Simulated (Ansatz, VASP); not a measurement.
# GaAs: VASP beside Ansatz

One calculation is typed for both programs; each brings its own data sets and cutoff. How far apart do they land?

Calculated with Ansatz 0.2.0; plane waves, with VASP 6.6.1 beside it; single point at PBE and single point at r2SCAN.

### Step 1. Starting point

The structure is cubic, space group F-43m (No. 216). The conventional cell has a = 5.654 Å, b = 5.654 Å, c = 5.654 Å, α = 90.00°, β = 90.00°, γ = 90.00°. As has 4 Ga at 2.45 Å nearest. Ga has 4 As at 2.45 Å nearest. Farther neighbours are not listed.

Structure file:

```xyz
2
Lattice="0.0000 2.8268 2.8268 2.8268 0.0000 2.8268 2.8268 2.8268 0.0000" Properties=species:S:1:pos:R:3 pbc="T T T"
As    4.2403    4.2403    4.2403
Ga    0.0000    0.0000    0.0000
```

### Step 2. VASP: single point, PBE

With cell and atoms fixed, the geometry can't cause a difference; cores, projectors, grids and the points listed under the comparison can.

Lines of VASP's logs that name or quote its potential files are left out, and so is its time.

INCAR

```
SYSTEM = GaAs
PREC = Accurate
ENCUT = 400
EDIFF = 1E-07
NELM = 100
ISMEAR = 0
SIGMA = 0.05
LREAL = .FALSE.
ALGO = Normal
GGA = PE
NBANDS = 15
LORBIT = 11
LWAVE = .FALSE.
LCHARG = .FALSE.
KPAR = 4
```

POSCAR

```
GaAs
1.0
    0.0000000000      2.8268500000      2.8268500000
    2.8268500000      0.0000000000      2.8268500000
    2.8268500000      2.8268500000      0.0000000000
As Ga
1 1
Direct
    0.7500000000      0.7500000000      0.7500000000
    0.0000000000      0.0000000000      0.0000000000
```

KPOINTS

```
Automatic mesh
0
Gamma
7 7 7
0 0 0
```

PAW data sets: As and Ga_d (PBE family, release 64).

On the command line:

```sh
> mpirun -np 4 vasp_std
```

Numbers of over 12 decimals in the logs are rounded to 6 here.

Output:

```text
[banner, memory and clock lines left out]
running    4 mpi-ranks, on    1 nodes
 distrk:  each k-point on    1 cores,    4 groups
 distr:  one band on    1 cores,    1 groups

 POSCAR found type information on POSCAR AsGa
 POSCAR found :  2 types and       2 ions
 LDA part: xc-table for (Slater+PW92), standard interpolation
 POSCAR, INCAR and KPOINTS ok, starting setup
 FFT: planning ... GRIDC
 FFT: planning ... GRID_SOFT
 FFT: planning ... GRID
 WAVECAR not read
 entering main loop
       N       E                     dE             d eps       ncg     rms          rms(c)
DAV:   1     0.804752177144E+02    0.80475E+02   -0.80875E+03   600   0.144E+03
DAV:   2    -0.234686075199E+01   -0.82822E+02   -0.79728E+02   677   0.300E+02
DAV:   3    -0.831392052565E+01   -0.59671E+01   -0.59512E+01   740   0.657E+01
DAV:   4    -0.840031718374E+01   -0.86397E-01   -0.86388E-01   677   0.910E+00
DAV:   5    -0.840160932059E+01   -0.12921E-02   -0.12921E-02   796   0.101E+00    0.291E+00
DAV:   6    -0.825537214547E+01    0.14624E+00   -0.22488E-01   893   0.834E+00    0.175E+00
DAV:   7    -0.823568026018E+01    0.19692E-01   -0.65838E-02   757   0.193E+00    0.566E-01
DAV:   8    -0.823653301112E+01   -0.85275E-03   -0.10552E-02   712   0.123E+00    0.106E-01
DAV:   9    -0.823692264425E+01   -0.38963E-03   -0.97091E-04   684   0.385E-01    0.509E-02
DAV:  10    -0.823698991554E+01   -0.67271E-04   -0.72953E-05   779   0.924E-02    0.276E-02
DAV:  11    -0.823704104908E+01   -0.51134E-04   -0.72984E-05   649   0.672E-02    0.294E-03
DAV:  12    -0.823704137498E+01   -0.32591E-06   -0.12628E-06   761   0.165E-02    0.134E-03
DAV:  13    -0.823704168622E+01   -0.31123E-06   -0.49655E-07   719   0.486E-03    0.627E-04
DAV:  14    -0.823704167525E+01    0.10963E-07   -0.72163E-09   517   0.966E-04
   1 F= -.82370417E+01 E0= -.82370417E+01  d E =-.604306E-12
```

OUTCAR, selected parts (step 2):

```text
ion  position               nearest neighbor table
   1  0.750  0.750  0.750-   2 2.45   2 2.45   2 2.45   2 2.45
   2  0.000  0.000  0.000-   1 2.45   1 2.45   1 2.45   1 2.45

  LATTYP: Found a face centered cubic cell.
 ALAT       =     5.6537000000

 Subroutine GETGRP returns: Found 24 space group operations
 (whereof 24 operations were pure point group operations)

The static configuration has the point symmetry T_d .

 Found     20 irreducible k-points:

   k-points           NKPTS =     20   k-points in BZ     NKDIM =     20   number of bands    NBANDS=     15

   dimension x,y,z NGX =    28 NGY =   28 NGZ =   28
   dimension x,y,z NGXF=    56 NGYF=   56 NGZF=   56

   ENCUT  =  400.0 eV  29.40 Ry    5.42 a.u.   6.52  6.52  6.52*2*pi/ulx,y,z

   NELECT =      18.0000    total number of electrons

 k-points in reciprocal lattice and weights: Automatic mesh
   0.00000000  0.00000000  0.00000000       0.003
   0.14285714  0.00000000  0.00000000       0.023
   0.28571429  0.00000000  0.00000000       0.023
   0.42857143  0.00000000  0.00000000       0.023
   0.14285714  0.14285714  0.00000000       0.017
   0.28571429  0.14285714  0.00000000       0.070
   0.42857143  0.14285714  0.00000000       0.070
  -0.42857143  0.14285714  0.00000000       0.070
  -0.28571429  0.14285714  0.00000000       0.070
[...]
-0.42857143  0.42857143  0.14285714       0.070
  -0.28571429  0.42857143  0.14285714       0.070

 average (electrostatic) potential at core
       1 -50.3205       2 -66.3917

 E-fermi :   4.1590

 k-point     1 :       0.0000    0.0000    0.0000
  band No.  band energies     occupation
    ...
      5     -10.7987      2.00000
      6      -8.7919      2.00000
      7       3.9363      2.00000
      8       3.9363      2.00000
      9       3.9363      2.00000
     10       4.4524      0.00000
     11       7.6579      0.00000
     12       7.6579      0.00000
     13       7.6579      0.00000
     14      11.5203      0.00000
    ...

 k-point     2 :       0.1429    0.0000    0.0000
  band No.  band energies     occupation
    ...
      5     -10.7985      2.00000
      6      -8.5545      2.00000
      7       1.6497      2.00000
      8       3.6395      2.00000
      9       3.6395      2.00000
     10       5.5614      0.00000
     11       8.0910      0.00000
     12       8.0910      0.00000
     13       8.3159      0.00000
     14      12.6550      0.00000
    ...

 k-point     3 :       0.2857    0.0000    0.0000
  band No.  band energies     occupation
    ...
      5     -10.7976      2.00000
      6      -7.9096      2.00000
      7      -0.7659      2.00000
      8       3.1416      2.00000
      9       3.1416      2.00000
     10       5.2763      0.00000
     11       8.5930      0.00000
     12       8.5931      0.00000
     13      10.4731      0.00000
     14      12.7641      0.00000
    ...

  Total        0.9229713      0.9229713      0.9229713      0.0000000      0.0000000     -0.0000000
  in kB       32.7310927     32.7310927     32.7310927      0.0000000      0.0000000     -0.0000000
  external PRESSURE =      32.7310927 kB  Pullay stress =       0.0000000 kB

  energy-cutoff  :      400.00
  volume of cell :       45.18
      direct lattice vectors                 reciprocal lattice vectors
     0.000000000  2.826850000  2.826850000    -0.176875321  0.176875321  0.176875321
     2.826850000  0.000000000  2.826850000     0.176875321 -0.176875321  0.176875321
     2.826850000  2.826850000  0.000000000     0.176875321  0.176875321 -0.176875321

 POSITION                                       TOTAL-FORCE (eV/Angst)
 -----------------------------------------------------------------------------------
      4.24027      4.24027      4.24027        -0.000000     -0.000000     -0.000000
      0.00000      0.00000      0.00000         0.000000      0.000000      0.000000
 -----------------------------------------------------------------------------------
    total drift:                               -0.000003     -0.000003     -0.000002

  FREE ENERGIE OF THE ION-ELECTRON SYSTEM (eV)
  ---------------------------------------------------
  free  energy   TOTEN  =        -8.2370416753 eV

  energy  without entropy=       -8.2370416753  energy(sigma->0) =       -8.23704168

 total charge
# of ion       s       p       d       tot
------------------------------------------
    1        1.208   1.602   0.031   2.841
    2        0.881   0.804   9.994  11.679
--------------------------------------------------
tot          2.089   2.405  10.026  14.520

[... 3 further parts left out ...]
```

The run ends at a pressure of 3.27 GPa.

### Step 3. Ansatz: single point, PBE

Ansatz runs on its default PAW (the set named soft_2) files.

The same cell, functional, mesh and smearing now go to Ansatz, which takes its cutoff from its data sets.

input.yaml

```yaml
crystal:
  lattice:
    - [0.0, 2.82685, 2.82685]
    - [2.82685, 0.0, 2.82685]
    - [2.82685, 2.82685, 0.0]
  atoms:
    - { symbol: As, position: [0.75, 0.75, 0.75] }
    - { symbol: Ga, position: [0.0, 0.0, 0.0] }
hamiltonian:
  xc: pbe
  pseudopotentials: { kind: paw }
kpoints:
  mp_grid: { grid: [7, 7, 7] }
scf:
  occupations: { method: gaussian, width: 0.05 }
  n_extra_bands: 4
output:
  forces: true
  stress: true
  eigenvalues: true
```

On the command line:

```sh
> ansatz run input.yaml --threads 2 --pin off --max-ram 4608MiB --backend cpu --events-out ev --progress --plain --runs-dir out
```

Output:

```text
scf.n_extra_bands = 4 over 14 filled bands (N_el = 28.0): the run solves 18 bands
Engine: ansatz 0.2.0, aarch64-unknown-linux-gnu
Pseudopotentials: kind: paw
Pseudopotential: As, paw, valence charge 15, recommended cutoff 420 eV (normal), As.paw.azcp
Pseudopotential: Ga, paw, valence charge 13, recommended cutoff 420 eV (normal), Ga.paw.azcp
Functional definition: PBE
  parameter kappa = 0.804
  parameter beta = 0.066725
  exchange = pbe_x(kappa = kappa, mu = beta*pi^2/3)
  correlation = pbe_c(beta = beta)
Crystal: 2 atoms, lattice volume = 45.179 Å³
Basis set: ecut = 420 eV, 893 PW (Γ), exchange–correlation on 54×54×54 points (8 copies of the dense FFT grid, shifted against one another)
Bands: 18, of which v1, the nominal top of the filled ones, is band 14 counted from 1 (13 counted from 0)
Symmetry: 24 space group operations
Space group: F-43m (ITA 216), of the structure as read, at distance tolerance 3.6e-5 Å
k-points: 20 of 343 (time reversal used)
Non-local potential: As, projectors of the file, l = 0: 2, l = 1: 2, l = 2: 3, l = 3: 1
Non-local potential: Ga, projectors of the file, l = 0: 2, l = 1: 2, l = 2: 3, l = 3: 1
PAW form: soft (Blöchl's): semilocal exchange-correlation on the pseudo side does not see the compensation charge
PAW one-centre angular grid: As, 590 points (default); XC on 64 Gauss nodes
PAW one-centre angular grid: Ga, 590 points (default); XC on 64 Gauss nodes
Initial density: superposition of atomic densities (neutral atoms: chi_scale 0, normalization atom), corrected by the library's trained network
Initial wavefunctions: pseudopotential atomic-orbital guess
Functional: x = pbe(κ = 0.804, μ = 0.219515), c = pbe(β = 0.066725)
SCF iter   1: F=—  HF=-8639.829230 eV  |F-HF|=—  |Δ(HF+E_count)|=         —  Δρ=1.65e-3  dr2=2.05e-3  ethr=1.77e-3  ⟨swp⟩=5.9  Hψ=1728  notcnv=0
preconditioner: auto → none  [insulator: Δε(μ)=0.507 eV  Ē_g=15.484 eV  σ=0.050 eV  W_gap=1.00  n_scr=14 (ndim 8)  ℏωp=23.4 eV  f_vac=0.086  D(μ)=0.00/eV (n_scr^D=0)  ε∞_Penn≈3.3]
SCF iter   2: F=—  HF=-8639.828294 eV  |F-HF|=—  |Δ(HF+E_count)|=   9.36e-4  Δρ=8.10e-4  dr2=2.80e-4  ethr=7.33e-6  ⟨swp⟩=2.0  Hψ=702  notcnv=0
SCF iter   3: F=—  HF=-8639.828213 eV  |F-HF|=—  |Δ(HF+E_count)|=   8.06e-5  Δρ=2.48e-4  dr2=3.42e-5  ethr=1.00e-6  ⟨swp⟩=2.0  Hψ=540  notcnv=0
SCF iter   4: F=—  HF=-8639.828234 eV  |F-HF|=—  |Δ(HF+E_count)|=   2.07e-5  Δρ=1.21e-4  dr2=8.82e-6  ethr=1.22e-7  ⟨swp⟩=3.0  Hψ=560  notcnv=0
SCF iter   5: F=—  HF=-8639.828241 eV  |F-HF|=—  |Δ(HF+E_count)|=   6.73e-6  Δρ=3.23e-5  dr2=5.09e-7  ethr=3.15e-8  ⟨swp⟩=2.0  Hψ=440  notcnv=0
SCF iter   6: F=-8639.828241 eV  HF=-8639.828241 eV  |F-HF|=6.44e-9  |Δ(HF+E_count)|=   4.78e-7  Δρ=3.62e-6  dr2=9.59e-9  ethr=3.57e-10  ⟨swp⟩=5.2  Hψ=1626  notcnv=0
SCF 1 converged in 6 iterations: F = -8639.828241 eV  dr2 = 9.59e-9
  greatest PAW one-centre occupation: 0.999 electrons in one spin orbital (limit 2), on the As atom at site 0 (counted from 0), in its partial waves of l = 2
SCF converged after 6 iterations
Free energy (F): -8639.828241 eV
Harris-Foulkes:  -8639.828241 eV  (|F-HF|=6.44e-9)
Internal energy: -8639.828241 eV  (E = F + TS)
E sigma→0 (E₀):  -8639.828241 eV
Fermi energy:    8.446487 eV
--- Per-component energies (eV) ---
  E_band       = -311.884944
  E_kinetic    = 219.505410
  E_local      = -3915.593955  (includes V_loc(G=0)·N_el)
  E_nonlocal   = -245.751365
  E_hartree    = 1973.546854
  E_xc         = -148.491835
  E_vxc        = -137.527395  (∫ρ·V_xc dr)
  E_paw        = -3824.315426  (= ΣΔE_a)
  E_vpaw       = -179.613844  (= ΣTr[D̂ρ^β])
  E_aug_tail   = -0.000138  (compensation charges beyond the density's cutoff)
  E_ewald      = -2698.727786
  E_smearing   = -0.000000  (= −TS)
  E_closure    = -0.000000  (closes the sum)
  Σ components = -8639.828241   (vs F -8639.828241, Δ=0.00e0)
--- Forces (eV/Å), atoms counted from 1 ---
  atom   1  As     0.00000000    -0.00000000     0.00000000
  atom   2  Ga    -0.00000000     0.00000000     0.00000000
  max |Σ_I F_I| component: 2.20e-16 eV/Å
--- Stress (GPa, compression-positive) ---
        3.260195      -0.000000       0.000000
        0.000000       3.260195       0.000000
        0.000000       0.000000       3.260195
  P = ⅓ Tr σ = 3.2602 GPa (32.602 kbar)
--- Band table (eV; the first three rows and the last of 20) ---
  k-point 0: bands = [... 10 lower, -4.5413, 8.1864, 8.1864, 8.1864, 8.7013, 11.9238, 11.9238, 11.9238]
  k-point 1: bands = [... 10 lower, -4.3038, 5.9025, 7.8906, 7.8906, 9.8150, 12.3563, 12.3563, 12.5738]
  k-point 2: bands = [... 10 lower, -3.6592, 3.4901, 7.3937, 7.3937, 9.5335, 12.8585, 12.8585, 14.7255]
  k-point 19: bands = [... 10 lower, -2.0631, 1.6117, 4.3823, 5.4190, 11.4985, 13.4050, 14.2026, 14.8819]
```

Elapsed: 1.1 s, on 2 threads of Arm Neoverse V2, shared host; peak memory 0.3 GiB; 1.9 s of CPU time.

The run ends at a pressure of 3.26 GPa.

### Step 4. Side by side

Known differences besides the potentials themselves: the data sets hold 28 valence electrons in Ansatz (default PAW (the set named soft_2) files) and 18 in VASP; the cutoff is 420 eV in Ansatz and 400 eV in VASP; VASP leaves aspherical gradient terms in its spheres out (LASPH is not set), Ansatz keeps them. Total energies have different zeros and are not compared.

Both answers:

| quantity | Ansatz | VASP | difference |
| --- | --- | --- | --- |
| pressure (GPa) | 3.26 | 3.27 | -0.01 |
| gap on the k mesh (eV) | 0.515 | 0.516 | -0.001 |

A gap on the mesh is an upper bound, since the band edges may lie between its points. Ansatz's pressure holds a Pulay correction of 0.03 GPa; VASP's holds none.

### Step 5. VASP: single point, r2SCAN

With cell and atoms fixed, the geometry can't cause a difference; cores, projectors, grids and the points listed under the comparison can.

INCAR

```
SYSTEM = GaAs
PREC = Accurate
ENCUT = 400
EDIFF = 1E-07
NELM = 100
ISMEAR = 0
SIGMA = 0.05
LREAL = .FALSE.
ALGO = Normal
METAGGA = R2SCAN
LASPH = .TRUE.
NBANDS = 32
LWAVE = .FALSE.
LCHARG = .FALSE.
KPAR = 4
LOPTICS = .TRUE.
NEDOS = 2000
CSHIFT = 0.15
```

POSCAR is that of step 2.

KPOINTS

```
Automatic mesh
0
Gamma
11 11 11
0 0 0
```

On the command line:

```sh
> mpirun -np 4 vasp_std
```

Output:

```text
[banner, memory and clock lines left out]
running    4 mpi-ranks, on    1 nodes
[...]
|                                                                             |
|               ----> ADVICE to this user running VASP <----                  |
|                                                                             |
|     You enforced a specific xc type in the INCAR file but a different       |
|     [... a line on the potential file left out ...]
|     I HOPE YOU KNOW WHAT YOU ARE DOING!                                     |
|                                                                             |

 LDA part: xc-table for (None), standard interpolation
 POSCAR, INCAR and KPOINTS ok, starting setup
[...]
entering main loop
       N       E                     dE             d eps       ncg     rms          rms(c)
DAV:   1     0.998170081078E+02    0.99817E+02   -0.62675E+03  4584   0.691E+02
DAV:   2    -0.158334998511E+02   -0.11565E+03   -0.10343E+03  3776   0.253E+02
DAV:   3    -0.288807454791E+02   -0.13047E+02   -0.12908E+02  4312   0.500E+01
DAV:   4    -0.291325707291E+02   -0.25183E+00   -0.25174E+00  4176   0.736E+00
[...]
DAV:  13    -0.270536451928E+02   -0.19362E-05   -0.98152E-08  3984   0.167E-03    0.767E-04
DAV:  14    -0.270536453101E+02   -0.11732E-06   -0.22875E-08  2640   0.222E-03    0.326E-04
DAV:  15    -0.270536453370E+02   -0.26825E-07   -0.13568E-08  2416   0.153E-03
   1 F= -.27053645E+02 E0= -.27053645E+02  d E =-.181130E-10
 optical routines
 imaginary and real dielectric function
 direction            1
 direction            2
 direction            3
```

From OUTCAR (step 5):

```text
  Total        0.1136679      0.1136679      0.1136679      0.0000000      0.0000000      0.0000000
  in kB        4.0309757      4.0309757      4.0309757      0.0000000      0.0000000      0.0000000
  external PRESSURE =       4.0309757 kB  Pullay stress =       0.0000000 kB

 POSITION                                       TOTAL-FORCE (eV/Angst)
 -----------------------------------------------------------------------------------
      4.24027      4.24027      4.24027        -0.000000     -0.000000     -0.000000
      0.00000      0.00000      0.00000         0.000000      0.000000      0.000000
 -----------------------------------------------------------------------------------
    total drift:                                0.000013      0.000013      0.000013

  FREE ENERGIE OF THE ION-ELECTRON SYSTEM (eV)
  ---------------------------------------------------
  free  energy   TOTEN  =       -27.0536453370 eV

  energy  without entropy=      -27.0536453369  energy(sigma->0) =      -27.05364534

[... 1 part as in an earlier step ...]

[... 2 further parts left out ...]
[key lines of the parts left out:]
E-fermi :   3.8717
```

### Step 6. Ansatz: single point, r2SCAN

The same cell, functional, mesh and smearing now go to Ansatz, which takes its cutoff from its data sets.

input.yaml, the sections that differ from step 3:

```yaml
hamiltonian:
  xc: r2scan
  pseudopotentials: { kind: paw }
kpoints:
  mp_grid: { grid: [11, 11, 11] }
output:
  forces: true
  stress: true
  eigenvalues: true
  write_density: true
  write_potential: true
  elf: true
  volumetric_format: npy
# crystal, scf: as in step 3
```

On the command line:

```sh
> ansatz run input.yaml --threads 2 --pin off --max-ram 4608MiB --backend cpu --events-out ev --progress --plain --runs-dir out
```

Output:

```text
[...]
Crystal: 2 atoms, lattice volume = 45.179 Å³
Basis set: ecut = 500 eV, 1139 PW (Γ), exchange–correlation on 120×120×120 points (64 copies of the dense FFT grid, shifted against one another)
Bands: 18, of which v1, the nominal top of the filled ones, is band 14 counted from 1 (13 counted from 0)
[... 1 set-up line as in the run before ...]
[...]
--- Band table (eV; the first three rows and the last of 56) ---
  k-point 0: bands = [... 10 lower, -5.2719, 7.9366, 7.9366, 7.9366, 8.9525, 11.9871, 11.9871, 11.9871]
  k-point 1: bands = [... 10 lower, -5.1691, 6.6686, 7.7998, 7.7998, 9.7521, 12.1927, 12.1927, 12.2172]
  k-point 2: bands = [... 10 lower, -4.8721, 4.9643, 7.4882, 7.4882, 9.9461, 12.6296, 12.6296, 13.2753]
  k-point 55: bands = [... 10 lower, -2.6239, 1.1738, 4.1247, 4.8043, 12.1624, 13.3577, 14.1309, 14.7979]
[key lines of the parts left out:]
SCF converged after 7 iterations
Free energy (F): -8655.757228 eV
Fermi energy:    8.445862 eV
P = ⅓ Tr σ = 0.5124 GPa (5.124 kbar)
```

Run time: 6.5 s. Hardware: 2 threads; peak memory 0.48 GiB; 12 s of CPU time.

The run ends at a pressure of 0.51 GPa.

### Step 7. Comparison

What differs besides the data sets and the points named for the pairs above, as far as they apply: VASP keeps PBE cores, Ansatz makes them for the functional; the cutoff is 500 eV in Ansatz and 400 eV in VASP. Total energies have different zeros and are not compared.

Compared:

```csv
quantity,Ansatz,VASP,difference
pressure (GPa),0.51,0.40,+0.11
gap on the k mesh (eV),1.016,0.996,+0.020
```

A gap on the mesh is an upper bound, since the band edges may lie between its points. Ansatz's pressure holds a Pulay correction of 0.04 GPa; VASP's holds none.

### Step 8. Summary of results

| Quantity | Value |
| --- | --- |
| difference in gap on the k mesh (single point, PBE) | -0.0012 eV |
| difference in gap on the k mesh (single point, r2SCAN) | 0.020 eV |

**Reading.** The difference in gap on the k mesh is 0.020 eV (single point, r2SCAN), within the 0.08 eV picked in this series as the mark of a large difference. 3 further runs of this series are not shown here. How closely two codes agree says nothing of how well the functional describes the real material.

[Lines on the potential files, build, host, timing and source positions are cut from VASP's logs without a mark.]

[Logs are printed without paths, hosts, clocks, repeated set-up lines and the standing remarks that a program may print on its own settings, such as how far it seeks lower states.]

[Hosts, paths, dates, database ids (printed as entryN), source tags and the programs' standing remarks are cut or masked in the printed files.]
